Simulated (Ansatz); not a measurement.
The system is HfB2.

```xyz
3
Lattice="3.1400 0.0000 0.0000 -1.5700 2.7193 0.0000 0.0000 0.0000 3.4800" Properties=species:S:1:pos:R:3 pbc="T T T"
Hf    0.0000    0.0000    0.0000
B     1.5700    0.9064    1.7400
B     0.0000    1.8129    1.7400
```

Program: Ansatz 0.2.0. Alike in all runs: potentials or basis Ansatz PAW; no spin polarisation; cell as given; k mesh 5 × 5 × 4; smearing fermi-dirac 0.05 eV; the mesh is coarse, so values aren't converged.

Order these runs on this cell by their pressure, lowest first.
A. level HF; cutoff (eV) 420
B. level B3LYP; cutoff (eV) 420
C. level HSEsol; cutoff (eV) 420; points for each segment of the path 4
D. level r2SCAN0; cutoff (eV) 500

C (-4.8 GPa), D (-1.8 GPa), B (4.1 GPa), A (13.5 GPa).

Caveats: all runs use coarse meshes; the PAW data sets come from PBE, with cores solved anew for the run's functional, which leaves a small shift of forces and pressure; the thresholds are loose for stress.
